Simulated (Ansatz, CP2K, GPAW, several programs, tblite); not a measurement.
## Many methods on one cell: TiTe₂ (fluorite)

TiTe₂ in the fluorite structure, relaxed with r2SCAN in Ansatz, was computed with several methods. It is cubic, Fm-3m (No. 225); conventional cell a = 6.880 Å, 27.14 Å³ an atom. Around Ti lie 8 Te at 2.98 Å; around Te lie 4 Ti at 2.98 Å. These are computed values for a spin-unpolarised cell that may be hypothetical; none is a measurement.

```
Ti Te
1.0
     0.00000    3.44012    3.44012
     3.44012    0.00000    3.44012
     3.44012    3.44012    0.00000
Ti Te
1 2
Direct
  0.00000 0.00000 0.00000
  0.25000 0.25000 0.25000
  0.75000 0.75000 0.75000
```

Gaps and times are for a single point on this cell; volume and bulk modulus come from each method's own relaxation or energy curve at fixed shape. Times are rough, from shared hosts (Arm Neoverse V2), and each method has its own mesh and cell size. GFN2-xTB (tblite) treats a cluster of cells at its zone centre, which samples few k points: where these miss a band edge, the gap comes out too large for that reason alone. Gaps from k meshes are read at a limited set of points (mesh, symmetry points, PBE's band edges), so each method's own least gap may be somewhat smaller. xTB and the PM methods were fitted mostly to molecules, and can miss a solid's gap by electronvolts. Minimal bases can be far off for gaps. d marks a direct gap, i an indirect one (no mark: not told apart), a dash a value that wasn't computed or didn't pass its checks.

```csv
method,kind,gap (eV),own volume (Å³/atom),bulk modulus (GPa),atoms computed,processor time
light PBE (260 eV and a coarse mesh),light plane-wave,overlap 0.35,–,–,3,1.1 s
PBE,semilocal,overlap 0.39,27.04,59,3,3.2 s
r2SCAN,semilocal,overlap 0.40,27.14,60,3,6.7 s
PBE/single zeta (GPAW),small basis,overlap 0.20,–,–,3,7.1 s
PBE/SZV (CP2K),small basis,overlap 0.24,29.27,55,3,10 s
PBE/DZVP (CP2K),small basis,overlap 0.46,27.39,59,3,23 s
GFN2-xTB (tblite),tight binding,0,–,–,96,33 s
```

Volumes against r2SCAN's: PBE -0.4 %, PBE/SZV (CP2K) +7.8 %, PBE/DZVP (CP2K) +0.9 %.

Runs without a result: GFN1-xTB (tblite) (single point), PM7 (MOPAC) (single point, out of time).

With PBE and r2SCAN the bands overlap or touch, or nearly. Semilocal functionals can close a real gap, so this doesn't show a metal; small gaps of other methods may in turn close between the points read or with spin-orbit coupling, and the solid may be a semimetal.

No spin-orbit coupling is included; it can move band edges with weight on the heavy atoms by tenths of an eV.
